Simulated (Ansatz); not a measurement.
Nuclear-site quantities of BaTiO$_{3}$ as the cell is scaled

```
Ba Ti O
1.0
     4.00730    0.00000    0.00000
     0.00000    4.00730    0.00000
     0.00000    0.00000    4.00730
Ba Ti O
1 1 3
Direct
  0.50000 0.50000 0.50000
  0.00000 0.00000 0.00000
  0.50000 0.00000 0.00000
  0.00000 0.50000 0.00000
  0.00000 0.00000 0.50000
```

Atom numbers follow the list: Ba1, Ti2, O3, O4, O5.

The cell is COD entry 1507757, as deposited and not checked against the literature; nothing was relaxed.

Spin–orbit coupling is left out, though it moves levels of the heavy atoms by tenths of an eV or more.

Method: DFT, PBE, all-electron PAW with datasets made for the crystal, scalar-relativistic (Ansatz 0.2.0).

The runs use a Γ-centred 8×8×8 k mesh, Fermi–Dirac smearing of 0.05 eV, cutoff 540 eV (chosen by the program for this cell), no spin polarisation.

The contact density is the mean electron density over the nuclear volume; its changes follow the s electrons' response to bonding and compression. Changes below are taken from the unscaled cell, where it is 2.0651e+06 e/Å³ at Ba1, 56838.4 e/Å³ at Ti2, 2157.95 e/Å³ at O3.

Volumes at which the program chose other datasets or cutoffs are left out.

```json
{"V/V(cell)": "0.9600", "P (GPa)": "9.1", "Δρ(0) Ba1 (e/Å³)": "0.77", "Δρ(0) Ti2 (e/Å³)": "0.66", "Δρ(0) O3 (e/Å³)": "-0.11", "Vzz O3 (10²¹ V/m²)": "2.16"}
{"V/V(cell)": "0.9800", "P (GPa)": "5.1", "Δρ(0) Ba1 (e/Å³)": "?", "Δρ(0) Ti2 (e/Å³)": "?", "Δρ(0) O3 (e/Å³)": "-0.06", "Vzz O3 (10²¹ V/m²)": "?"}
{"V/V(cell)": "0.9900", "P (GPa)": "3.2", "Δρ(0) Ba1 (e/Å³)": "0.18", "Δρ(0) Ti2 (e/Å³)": "0.16", "Δρ(0) O3 (e/Å³)": "-0.03", "Vzz O3 (10²¹ V/m²)": "2.42"}
{"V/V(cell)": "1.0000", "P (GPa)": "1.5", "Δρ(0) Ba1 (e/Å³)": "0.00", "Δρ(0) Ti2 (e/Å³)": "0.00", "Δρ(0) O3 (e/Å³)": "0.00", "Vzz O3 (10²¹ V/m²)": "2.51"}
```

Problem. Give the missing entry: row "0.9800", column "Δρ(0) Ba1 (e/Å³)".

Solution. 0.37.

Problem. What belongs in the row "0.9800", column "Vzz O3 (10²¹ V/m²)"?

Solution. 2.34.

Problem. Give the missing entry: row "0.9800", column "Δρ(0) Ti2 (e/Å³)".

Solution. 0.33.

The datasets are made afresh for each cell, so very small changes are uncertain. Scalar relativity leaves out the p1/2 density at heavy nuclei.
